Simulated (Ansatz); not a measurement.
# TiAl: the cost of one run

Method: DFT r2SCAN, scalar-relativistic, plane waves, PAW, in Ansatz 0.2.0.

2 further runs of the same task are left out: 2 set aside as unsound or not needed. Runs told in other sessions of the task aren't counted.

**1. The structure to begin with**

The structure is hexagonal, space group P-6m2 (No. 187). The conventional cell has a = 2.869 Å, b = 2.869 Å, c = 4.634 Å, α = 90.00°, β = 90.00°, γ = 120.00°. Around Ti (site symmetry -6m2) lie 6 Al at 2.85 Å and 6 Ti at 2.87 Å. Around Al (site symmetry -6m2) lie 6 Ti at 2.85 Å and 6 Al at 2.87 Å.

Coordinates:

```
CELL_PARAMETERS angstrom
-2.86860 0.00000 0.00000
-1.43430 -2.48428 0.00000
0.00000 0.00000 13.90160
ATOMIC_POSITIONS crystal
Ti 0.00000 0.00000 0.33333
Ti 0.00000 0.00000 0.66667
Ti 0.00000 0.00000 0.00000
Al 0.33333 0.33333 0.16667
Al 0.33333 0.33333 0.50000
Al 0.33333 0.33333 0.83333
```

It goes back to an entry of the Materials Project, which need not be the stable form.

It is built from the cell relaxed beforehand with the same method (16.51 Å³/atom).

**2. The reference cell**

The cell is repeated 3 times, 6 atoms in all. The reference gives a free energy of -9136.0244 eV, pressure 0.01 GPa, largest force 0.000 eV/Å and gap on the mesh none (metal). It was computed beforehand with the settings of the runs below.

**3. The scan: a stacking-fault curve**

The cut lies on the cell's a–b face, a (0 0 1) plane of area 7.13 Å², between layers 2.32 Å apart (Ti below, Al above); the cell is 13.9 Å thick. Vector c is tilted by f times 1·a + 1·b (length 4.969 Å) with the atoms' Cartesian places fixed: one unrelaxed fault per cell.

**4. Point f = 0.167**

input.yaml

```yaml
crystal:
  lattice:
    - [-2.8685970537, 0.0, 0.0]
    - [-1.4342985269, -2.4842779217, 0.0]
    - [-0.7172926933, -0.4141291295, 13.9016027058]
  atoms:
    - { symbol: Ti, position: [-0.0416722217, 0.9583277783, 0.2499833333] }
    - { symbol: Ti, position: [-0.0972388883, 0.9027611117, 0.5833166667] }
    - { symbol: Ti, position: [-0.152805555, 0.847194445, 0.91665] }
    - { symbol: Al, position: [0.319444445, 0.319444445, 0.0833166667] }
    - { symbol: Al, position: [0.2638777783, 0.2638777783, 0.41665] }
    - { symbol: Al, position: [0.2083111117, 0.2083111117, 0.7499833333] }
basis:
  ecutwfc: 500
kpoints:
  mp_grid: { grid: [23, 23, 5] }
hamiltonian:
  xc: r2scan
scf:
  occupations: { method: gaussian, width: 0.15 }
output:
  forces: true
  stress: true
  eigenvalues: true
```

On the command line:

```console
ansatz run input.yaml --threads 2 --pin off --max-ram 5120MiB --backend cpu --events-out ev --progress --plain --runs-dir out
```

Q: Estimate wall time and peak memory on 2 threads of AMD EPYC 9R45 (Zen 5), shared host.

About 63 s, with a peak of 2.1 GiB.
